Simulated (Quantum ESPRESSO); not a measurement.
Crystal: BaH2.

```
CELL_PARAMETERS angstrom
4.46203 0.00000 0.00000
-2.23101 3.86423 0.00000
0.00000 0.00000 6.05529
ATOMIC_POSITIONS crystal
Ba 0.33333 0.66667 0.25000
Ba 0.66667 0.33333 0.75000
H 0.00000 0.00000 0.00000
H 0.00000 0.00000 0.50000
H 0.66667 0.33333 0.25000
H 0.33333 0.66667 0.75000
```

The cell comes from a database or a generator and needn't be the stable form of this composition.

```yaml
Program: Quantum ESPRESSO 7.5
Task: phonons
Functional: PBEsol
Potentials_or_basis: PseudoDojo 0.4.1 SR PBEsol standard
Cutoff: 980 eV
Density_cutoff: 3918 eV
k_mesh: 6 × 6 × 4, shifted
Occupations: fermi-dirac, width 0.05 eV
Spin: no spin polarisation
Mixing_beta: 0.5
Most_SCF_iterations: 120
SCF_threshold: 1.2e-09 Ry
```

The cell and the atoms were relaxed first, to 16.26 Å³/atom (a = 4.396 Å, b = 4.396 Å, c = 5.829 Å, α = 90.00°, β = 90.00°, γ = 120.00°), and the response was taken there.

The first run showed a gap, so the response started from a second, tighter run with fixed occupations.

**Question.** Where do the zone-centre optical modes lie?

**Answer.** E2g at 80 cm⁻¹ (Raman); B1g at 101 cm⁻¹ (silent); A2u at 271 cm⁻¹ (IR); B1g at 416 cm⁻¹ (silent); E1u at 473 cm⁻¹ (IR); E2u at 492 cm⁻¹ (silent); A2u at 579 cm⁻¹ (IR); B2u at 743 cm⁻¹ (silent); E2g at 954 cm⁻¹ (Raman); E1u at 958 cm⁻¹ (IR). Polar modes are given without the macroscopic field (transverse values).

Optical modes at Γ, degenerate ones joined, polar ones without the macroscopic field:
| cm⁻¹ | components | symmetry | active in | IR intensity, summed ((D/Å)²/amu) |
| --- | --- | --- | --- | --- |
| 80 | 2 | E2g | Raman | 0.00 |
| 101 | 1 | B1g | silent | 0.00 |
| 271 | 1 | A2u | IR | 74.48 |
| 416 | 1 | B1g | silent | 0.00 |
| 473 | 2 | E1u | IR | 213.95 |
| 492 | 2 | E2u | silent | 0.00 |
| 579 | 1 | A2u | IR | 25.31 |
| 743 | 1 | B2u | silent | 0.00 |
| 954 | 2 | E2g | Raman | 0.00 |
| 958 | 2 | E1u | IR | 59.40 |

Zone-centre frequencies without and with the macroscopic field along z (cm⁻¹):
|  | optical modes in rising order |
| --- | --- |
| without | 80 80 101 271 416 473 473 492 492 579 743 954 954 958 958 |
| with the field | 80 80 101 416 473 473 481 492 492 743 783 954 954 958 958 |

Caveat: this release of the barium file is off.
